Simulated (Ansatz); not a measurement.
An input for Ansatz 0.2.0 (Al2O3 (Corundum)):

```yaml
crystal:
  lattice:
    - [2.4040525, 1.387980358, 4.3751853334]
    - [-2.4040525, 1.387980358, 4.3751853334]
    - [0.0, -2.7759607161, 4.3751853334]
  atoms:
    - { symbol: Al, position: [0.3521230188, 0.3521230188, 0.3521230188] }
    - { symbol: Al, position: [0.1478769812, 0.1478769812, 0.1478769812] }
    - { symbol: Al, position: [0.6478769812, 0.6478769812, 0.6478769812] }
    - { symbol: Al, position: [0.8521230188, 0.8521230188, 0.8521230188] }
    - { symbol: O, position: [0.5562108496, 0.9437891504, 0.25] }
    - { symbol: O, position: [0.25, 0.5562108496, 0.9437891504] }
    - { symbol: O, position: [0.9437891504, 0.25, 0.5562108496] }
    - { symbol: O, position: [0.4437891504, 0.0562108496, 0.75] }
    - { symbol: O, position: [0.75, 0.4437891504, 0.0562108496] }
    - { symbol: O, position: [0.0562108496, 0.75, 0.4437891504] }
kpoints:
  mp_grid: { grid: [4, 4, 4] }
  band_path:
    path:
      - [0.0, 0.0, 0.0]
      - [0.5, 0.5, 0.5]
      - [0.76623952, 0.23376048, 0.5]
      - [0.5, -0.23376048, 0.23376048]
      - [0.5, 0.0, 0.0]
      - [0.36688024, -0.36688024, 0.0]
      - [0.63311976, 0.0, 0.36688024]
      - [0.5, 0.0, 0.5]
    npoints: 1
hamiltonian:
  xc: hse06
  pseudopotentials: { kind: paw, azcp: { folder: soft_1 } }
scf:
  occupations: { method: fixed }
  n_extra_bands: 7
output:
  eigenvalues: true
```

```sh
ansatz run input.yaml --threads 3 --pin off --max-ram 92160MiB --backend cuda --events-out ev --progress --plain --runs-dir out --devices 1 --max-vram 13GiB
```

Q: How long will it take on 1 × NVIDIA H100 80GB HBM3 (shared by 6 runs) with 3 threads of AMD EPYC 7R13 (Zen 3), shared host, and how much memory?

It took 34 s; on shared hardware allow 17 s to 68 s. Peak host memory was 1.3 GiB. The sizes that set the cost: 1707 plane waves a state, 13 irreducible k points and 12 SCF cycles.

Exact exchange couples every pair of k points and filled bands, so it costs far more than a semilocal run.

[Paths, hosts, dates, memory and timing lines, banners, echoed tables and standing remarks are left out of the program output.]

[Logs are printed without paths, hosts, clocks, repeated set-up lines and the standing remarks that a program may print on its own settings, such as how far it seeks lower states.]

[Runs of the session that timed out or met a known fault of the program may be left out.]

[Cells called generated may have been cut or substituted from an entry of the Crystallography Open Database or the Materials Project.]

[Hosts, paths, dates, database ids (printed as entryN), source tags and the programs' standing remarks are cut or masked in the printed files.]
